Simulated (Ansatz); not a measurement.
Chalcopyrite CuInS₂ was calculated with r²SCAN (Ansatz, an electronic-structure program, PAW).

Numerical settings: plane-wave cutoff 560 eV, 10×10×10 k mesh, Fermi–Dirac smearing 0.01 eV, no spin polarisation, scalar-relativistic PAW data made under PBE.

The cell is scaled about its equilibrium volume (c/a stays at 2.018):

Shape and atoms are relaxed at each volume.

| V (Å³/atom) | P (GPa) | direct gap at Γ (eV) |
|---|---|---|
| 20.363 | 3.31 | 0.488 |
| 20.787 | 1.56 | 0.422 |
| 21.212 | 0.00 | 0.358 |
| 21.636 | -1.39 | 0.298 |
| 22.060 | -2.62 | 0.241 |

A straight line through the gaps at Γ against ln V gives a volume deformation potential dE_g(Γ)/d ln V of -3.1 eV: the gap at Γ widens under compression.

Measured, for comparison: band gap 1.55 eV (temperature not stated, no zero-point or thermal correction, direct or pseudo-direct at Γ; as tabulated in Ghosh et al. (2024), arXiv:2401.16805).

Spin–orbit coupling is not included.
